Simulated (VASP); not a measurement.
# Pb (C2/m) in VASP: further runs

The runs below take Pb through single point, with LDA.

All numbers are computed with VASP 6.6.1; they aren't measurements. Logs are shortened: lines on timing, memory, paths and dates and some standing lists are left out, and cuts for length are marked.

## (1) Starting point

The structure is monoclinic, space group C2/m (No. 12). Conventional cell: a = 6.077 Å, b = 3.501 Å, c = 6.452 Å, α = 90.00°, β = 109.14°, γ = 90.00°. Around Pb (site symmetry m) lie 10 Pb at 3.34 to 3.51 Å.

This isn't the form of Pb at room conditions, which is fcc.

## (2) Single point, LDA

INCAR reads:

```
SYSTEM = Pb
ADDGRID = .False. ; ALGO = Normal
EDIFF = 1E-6 ; ENCUT = 340
GGA = CA ; ISIF = 2
ISMEAR = 1 ; LASPH = .True.
LCHARG = .False. ; LREAL = .False.
LWAVE = .False. ; NELM = 100
PREC = Accurate ; SIGMA = 0.2
```

KPOINTS reads:

```
k-points
0
Gamma
  10 10 5
  0 0 0
```

POSCAR reads:

```
Pb
1.0
    3.0386068135     -1.7503199600      0.0000000000
    3.0386068135      1.7503199600      0.0000000000
   -2.1154626375      0.0000000000      6.0952248674
Pb
2
Direct
    0.9226740000      0.9042520000      0.7213670000
    0.1042030000      0.0659440000      0.2801110000
```

Potentials or basis: VASP PAW LDA potentials, release 64 (Pb_d).

Started as:

```console
> cat potpaw_LDA.64/Pb_d/POTCAR > POTCAR
> mpirun -np 1 vasp_std > vasp.out
```

OUTCAR:

```text
SYSTEM = Pb
   EDIFF = 1E-6
   ENCUT = 340
   GGA = CA
   ISIF = 2
   ISMEAR = 1
   LASPH = .True.
   LREAL = .False.
   NELM = 100
   PREC = Accurate

 Found    252 irreducible k-points:

 Following reciprocal coordinates:
            Coordinates               Weight
  0.000000  0.000000  0.000000      1.000000
  0.100000 -0.000000  0.000000      2.000000
  0.000000 -0.100000  0.000000      2.000000
  0.200000 -0.000000  0.000000      2.000000
  0.000000 -0.200000  0.000000      2.000000
  0.300000  0.000000 -0.000000      2.000000
   k-points           NKPTS =    252   k-points in BZ     NKDIM =    252   number of bands    NBANDS=     18
   number of dos      NEDOS =    301   number of ions     NIONS =      2
   total plane-waves  NPLWV =  23040
   dimension x,y,z NGX =    24 NGY =   24 NGZ =   40
   dimension x,y,z NGXF=    48 NGYF=   48 NGZF=   80
   ions per type =               2
   NGX,Y,Z   is equivalent  to a cutoff of  11.38, 11.38, 10.31 a.u.
   NGXF,Y,Z  is equivalent  to a cutoff of  22.76, 22.76, 20.61 a.u.
 SYSTEM =  Pb
   PREC   = accura    normal or accurate (medium, high low for compatibility)
   ISTART =      0    job   : 0-new  1-cont  2-samecut
   ICHARG =      2    charge: 1-file 2-atom 10-const
   ISPIN  =      1    spin polarized calculation?
   LNONCOLLINEAR =      F non collinear calculations
   LSORBIT =      F    spin-orbit coupling
   LASPH  =      T    aspherical Exc in radial PAW
   ENCUT  =  340.0 eV  24.99 Ry    5.00 a.u.   5.27  5.27  9.70*2*pi/ulx,y,z
   NELM   =    100;   NELMIN=  2; NELMDL= -5     # of ELM steps
   EDIFF  = 0.1E-05   stopping-criterion for ELM
   LREAL  =      F    real-space projection
   EDIFFG = 0.1E-04   stopping-criterion for IOM
   NSW    =      0    number of steps for IOM
   IBRION =     -1    ionic relax: 0-MD 1-quasi-New 2-CG
   NFREE  =      0    steps in history (QN), initial steepest desc. (CG)
   ISIF   =      2    stress and relaxation
   ISYM   =      2    0-nonsym 1-usesym 2-fastsym
   POTIM  = 0.5000    time-step for ionic-motion
   TEBEG  =    0.0;   TEEND  =   0.0 temperature during run
   PSTRESS=    0.0 pullay stress
   NELECT =      28.0000    total number of electrons
   NUPDOWN=      -1.0000    fix difference up-down
   EMIN   =  10.00;   EMAX   =-10.00  energy-range for DOS
   EFERMI =   0.00;   METHOD = LEGACY
   ISMEAR =     1;   SIGMA  =   0.20  broadening in eV -4-tet -1-fermi 0-gaus
   EFERMI_NEDOS =   21; number of points for ismear=-14 and -15
   IALGO  =     38    algorithm
   IMIX   =      4    mixing-type and parameters
     AMIX     =   0.40;   BMIX     =  1.00
     AMIX_MAG =   1.60;   BMIX_MAG =  1.00
  volume/ion in A,a.u.               =      32.42       218.77
  Fermi-wavevector in a.u.,A,eV,Ry     =   1.237438  2.338420 20.833975  1.531254
  Thomas-Fermi vector in A             =   2.372006
   LORBIT       =      0    0 simple, 1 ext, 2 COOP (PROOUT), +10 PAW based schemes
   GGA     = CA    functional components
   LHFCALC =     F    Hartree Fock is set to
   AEXX    =    0.0000 exact exchange contribution
   IVDW    =     0    specifies the selected vdW correction
   LEPSILON=     F    determine dielectric tensor
   LRPA    =     F    only Hartree local field effects (RPA)
 non-spin polarized calculation
 Methfessel and Paxton  Order N= 1 SIGMA  =   0.20
  energy-cutoff  :      340.00
  volume of cell :       64.84
 maximum number of plane-waves:       935
 NGX is ok and might be reduce to    24
   NGX = 11   NGY = 11   NGZ = 19

 number of electron      27.9999998 magnetization

 Free energy of the ion-electron system (eV)
  ---------------------------------------------------
  ext. energy  EPLUGINS =         0.00000000
  ---------------------------------------------------
  free energy    TOTEN  =        -8.30626464 eV

  energy without entropy =       -8.30247047  energy(sigma->0) =       -8.30499992

 E-fermi :   6.2610     XC(G=0): -10.0829

 val. band max:        6.2555527183   @ k =  -0.1000   0.3000  -0.0000
 cond. band min:       6.2622018254   @ k =  -0.2000   0.3000   0.2000
 fundamental gap:      0.0066491071
 Fermi energy:         6.2609830569

 k-point     1 :       0.0000    0.0000    0.0000
  band No.  band energies     occupation
      1     -10.7988      2.00000
      2     -10.7134      2.00000
      3     -10.7126      2.00000
      4     -10.7123      2.00000
      5     -10.7099      2.00000
      6     -10.7051      2.00000
[... 10 lines left out ...]
     17      12.7805      0.00000
     18      12.8794      0.00000

 k-point     2 :       0.1000   -0.0000    0.0000
  band No.  band energies     occupation
      1     -10.7915      2.00000
      2     -10.7341      2.00000
      3     -10.7160      2.00000
      4     -10.6944      2.00000
      5     -10.6890      2.00000
      6     -10.6719      2.00000
[... 10 lines left out ...]
     17      12.6882      0.00000
     18      12.7955      0.00000

 k-point     3 :       0.0000   -0.1000    0.0000
  band No.  band energies     occupation
      1     -10.7909      2.00000
      2     -10.7347      2.00000
      3     -10.7160      2.00000
      4     -10.6951      2.00000
      5     -10.6888      2.00000
      6     -10.6728      2.00000
[... 10 lines left out ...]
     17      12.7067      0.00000
     18      12.7852      0.00000

 k-point     4 :       0.2000   -0.0000    0.0000
  band No.  band energies     occupation
      1     -10.7820      2.00000
      2     -10.7549      2.00000
      3     -10.7336      2.00000
      4     -10.6597      2.00000
      5     -10.6502      2.00000
      6     -10.6306      2.00000
[... 10 lines left out ...]
     17      12.0093      0.00000
     18      12.6887      0.00000

 k-point     5 :       0.0000   -0.2000    0.0000
  band No.  band energies     occupation
      1     -10.7771      2.00000
      2     -10.7597      2.00000
      3     -10.7336      2.00000
      4     -10.6622      2.00000
      5     -10.6524      2.00000
      6     -10.6301      2.00000
[... 10 lines left out ...]
     17      12.0271      0.00000
     18      12.6776      0.00000

 k-point     6 :       0.3000    0.0000   -0.0000
  band No.  band energies     occupation
      1     -10.8087      2.00000
      2     -10.7607      2.00000
      3     -10.7450      2.00000
      4     -10.6994      2.00000
      5     -10.6477      2.00000
      6     -10.5613      2.00000
[... 10 lines left out ...]
     17      11.1700      0.00000
     18      12.2059      0.00000

 [... further k-points ...]

------------------------ aborting loop because EDIFF is reached ----------------------------------------

  FORCE on cell =-STRESS in cart. coord.  units (eV):
  Direction    XX          YY          ZZ          XY          YZ          ZX
  --------------------------------------------------------------------------------------
  -------------------------------------------------------------------------------------
  Total       -1.2083854     -1.1809527     -1.3395403     -0.0230154     -0.0278193     -0.0419489
  in kB      -29.8610023    -29.1830976    -33.1020344     -0.5687448     -0.6874562     -1.0366195
  external PRESSURE =     -30.7153781 kB  Pullay stress =       0.0000000 kB

 VOLUME and BASIS-vectors are now :
 -----------------------------------------------------------------------------
  energy-cutoff  :      340.00
  volume of cell :       64.84
      direct lattice vectors                 reciprocal lattice vectors
     3.038606813 -1.750319960  0.000000000     0.164549095 -0.285662057  0.057109864
     3.038606813  1.750319960  0.000000000     0.164549095  0.285662057  0.057109864
    -2.115462637  0.000000000  6.095224867     0.000000000  0.000000000  0.164062856

 POSITION                                       TOTAL-FORCE (eV/Angst)
 -----------------------------------------------------------------------------------
      4.02528     -0.03224      4.39689        -0.004110     -0.007758      0.064071
     -0.07555     -0.06697      1.70734         0.004110      0.007758     -0.064071
 -----------------------------------------------------------------------------------
    total drift:                               -0.000035     -0.000018     -0.000026

  FREE ENERGIE OF THE ION-ELECTRON SYSTEM (eV)
  ---------------------------------------------------
  free  energy   TOTEN  =        -8.3062646389 eV

  energy  without entropy=       -8.3024704740  energy(sigma->0) =       -8.30499992
```

Run time: 38 s. Hardware: 1 thread of Intel Xeon 6975P-C (Granite Rapids), shared host; peak memory 0.23 GiB.

The run converged, but some of its settings lie outside the range that counts as converged, so its numbers aren't taken as properties of the crystal.

Results:

```yaml
Free_energy: -8.3063 eV
Pressure: -3.1 GPa
Largest_force: 0.065 eV/Å
Band_gap_on_the_k_mesh: none (metal or under the smearing width)
```

## (3) Single point, LDA

INCAR: that of step 2 with these lines changed.

```diff
@@ -2,3 +2,3 @@
 ADDGRID = .False. ; ALGO = Normal
-EDIFF = 1E-6 ; ENCUT = 340
+EDIFF = 1E-6 ; ENCUT = 400
 GGA = CA ; ISIF = 2
```

KPOINTS is that of step 2.

POSCAR reads:

```
Pb
1.0
    3.0386068135     -1.7503199600      0.0000000000
    3.0386068135      1.7503199600      0.0000000000
   -2.1154626375      0.0000000000      6.0952248674
Pb
2
Direct
    0.9085084100      0.9085084100      0.7262922000
    0.0914915900      0.0914915900      0.2737078000
```

Potentials or basis: VASP PAW LDA potentials, release 64 (Pb_d).

Started as:

```console
> cat potpaw_LDA.64/Pb_d/POTCAR > POTCAR
> mpirun -np 1 vasp_std > vasp.out
```

OUTCAR:

```text
SYSTEM = Pb
   EDIFF = 1E-6
   ENCUT = 400
   GGA = CA
   ISIF = 2
   ISMEAR = 1
   LASPH = .True.
   LREAL = .False.
   NELM = 100
   PREC = Accurate

 Found    141 irreducible k-points:

 Following reciprocal coordinates:
            Coordinates               Weight
  0.000000  0.000000  0.000000      1.000000
  0.100000 -0.000000  0.000000      4.000000
  0.200000 -0.000000  0.000000      4.000000
  0.300000  0.000000 -0.000000      4.000000
  0.400000  0.000000 -0.000000      4.000000
[... 203 lines left out ...]
------------------------ aborting loop because EDIFF is reached ----------------------------------------

  FORCE on cell =-STRESS in cart. coord.  units (eV):
  Direction    XX          YY          ZZ          XY          YZ          ZX
  --------------------------------------------------------------------------------------
  -------------------------------------------------------------------------------------
  Total       -1.2420653     -1.1914938     -1.1700130      0.0000000      0.0000000      0.0179371
  in kB      -30.6932818    -29.4435847    -28.9127628      0.0000000      0.0000000      0.4432530
  external PRESSURE =     -29.6832098 kB  Pullay stress =       0.0000000 kB

 VOLUME and BASIS-vectors are now :
 -----------------------------------------------------------------------------
  energy-cutoff  :      400.00
  volume of cell :       64.84
      direct lattice vectors                 reciprocal lattice vectors
     3.038606813 -1.750319960  0.000000000     0.164549095 -0.285662057  0.057109864
     3.038606813  1.750319960  0.000000000     0.164549095  0.285662057  0.057109864
    -2.115462637  0.000000000  6.095224867     0.000000000  0.000000000  0.164062856

 POSITION                                       TOTAL-FORCE (eV/Angst)
 -----------------------------------------------------------------------------------
      3.98476      0.00000      4.42691         0.006220      0.000000     -0.049441
     -0.02300      0.00000      1.66831        -0.006220      0.000000      0.049441
 -----------------------------------------------------------------------------------
    total drift:                                0.000000      0.000000     -0.000000

  FREE ENERGIE OF THE ION-ELECTRON SYSTEM (eV)
  ---------------------------------------------------
  free  energy   TOTEN  =        -8.3104698287 eV

  energy  without entropy=       -8.3087805964  energy(sigma->0) =       -8.30990675
```

OSZICAR:

```text
N       E                     dE             d eps       ncg     rms          rms(c)
DAV:   1     0.261084120274E+03    0.26108E+03   -0.12748E+04  5076   0.156E+03
DAV:   2     0.962079766074E+01   -0.25146E+03   -0.24842E+03  5094   0.405E+02
DAV:   3    -0.784246845023E+01   -0.17463E+02   -0.17261E+02  6214   0.136E+02
DAV:   4    -0.832407047753E+01   -0.48160E+00   -0.48041E+00  5916   0.276E+01
DAV:   5    -0.834299251452E+01   -0.18922E-01   -0.18921E-01  6164   0.466E+00    0.782E-01
DAV:   6    -0.831739532284E+01    0.25597E-01   -0.49251E-02  6642   0.296E+00    0.392E-01
DAV:   7    -0.831094956563E+01    0.64458E-02   -0.20004E-02  6438   0.185E+00    0.132E-01
DAV:   8    -0.831047364194E+01    0.47592E-03   -0.10530E-03  6538   0.508E-01    0.139E-02
DAV:   9    -0.831046925086E+01    0.43911E-05   -0.64854E-05  6086   0.963E-02    0.626E-03
DAV:  10    -0.831046982874E+01   -0.57788E-06   -0.70629E-06  6278   0.377E-02
   1 F= -.83104698E+01 E0= -.83099068E+01  d E =-.168923E-02
```

stdout:

```text
POSCAR found type information on POSCAR Pb
 POSCAR found :  1 types and       2 ions
 scaLAPACK will be used
 LDA part: xc-table for (Slater(with rela. corr.)+CA(PZ))
 , standard interpolation
 POSCAR, INCAR and KPOINTS ok, starting setup
 FFT: planning ... GRIDC
 FFT: planning ... GRID_SOFT
 FFT: planning ... GRID
 WAVECAR not read
 entering main loop
```

Wall time 22 s (1 thread of Intel Xeon 6975P-C (Granite Rapids), shared host); peak memory 0.2 GiB.

These settings aren't checked as converged: the numbers below hold their error.

What came out:

```
Free energy            : -8.3105 eV
Pressure               : -3.0 GPa
Largest force          : 0.050 eV/Å
Band gap on the k mesh : none (metal or under the smearing width)
```

## (4) Single point, LDA

INCAR is that of step 3.

KPOINTS is that of step 3.

POSCAR reads:

```
Pb
1.0
    3.0386068135     -1.7503199600      0.0000000000
    3.0386068135      1.7503199600      0.0000000000
   -2.1154626375      0.0000000000      6.0952248674
Pb
2
Direct
    0.9226740000      0.9042520000      0.7213670000
    0.1042030000      0.0659440000      0.2801110000
```

Started as:

```console
> cat potpaw_LDA.64/Pb_d/POTCAR > POTCAR
> mpirun -np 1 vasp_std > vasp.out
```

Run time: 42 s. Hardware: 1 thread of Intel Xeon 6975P-C (Granite Rapids), shared host; peak memory 0.26 GiB.

The run converged, but some of its settings lie outside the range that counts as converged, so its numbers aren't taken as properties of the crystal.

What came out:

```
Free energy            : -8.3100 eV
Pressure               : -2.5 GPa
Largest force          : 0.065 eV/Å
Band gap on the k mesh : none (metal or under the smearing width)
```

(Part 1 of 2 ends here.)
